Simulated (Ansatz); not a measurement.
Cu:

```xyz
1
Lattice="0.0000 1.8075 1.8075 1.8075 0.0000 1.8075 1.8075 1.8075 0.0000" Properties=species:S:1:pos:R:3 pbc="T T T"
Cu    0.0000    0.0000    0.0000
```

* Program: Ansatz 0.2.0
* Task: single point
* Functional: PBEsol
* Potentials or basis: all-electron LAPW, scalar-relativistic
* Cutoff: 295 eV (chosen from the basis error)
* Basis error allowed: 0.001 eV/atom
* k mesh: 13 × 13 × 13
* Occupations: fermi-dirac, width 0.05 eV
* Spin: no spin polarisation

On this cell: pressure -6.6 GPa; band gap on the k mesh none (metal or under the smearing width).

The same run follows on a disturbed copy (cell strained at random at fixed volume):

```
Cu
1.0
    -0.00858    1.79575    1.80169
     1.82295   -0.02405    1.81716
     1.79533    1.78360    0.00357
Cu
1
Direct
  0.00146 0.97571 0.02932
```

Question: What changes?

Answer: The energy (extrapolated to zero smearing) moves by +1.5 meV/atom; pressure -6.5 GPa; band gap on the k mesh none (metal or under the smearing width).

Stress tensor (GPa, compression positive):
```
-6.59  1.52 -0.75
 1.52 -6.27  0.53
-0.75  0.53 -6.69
```
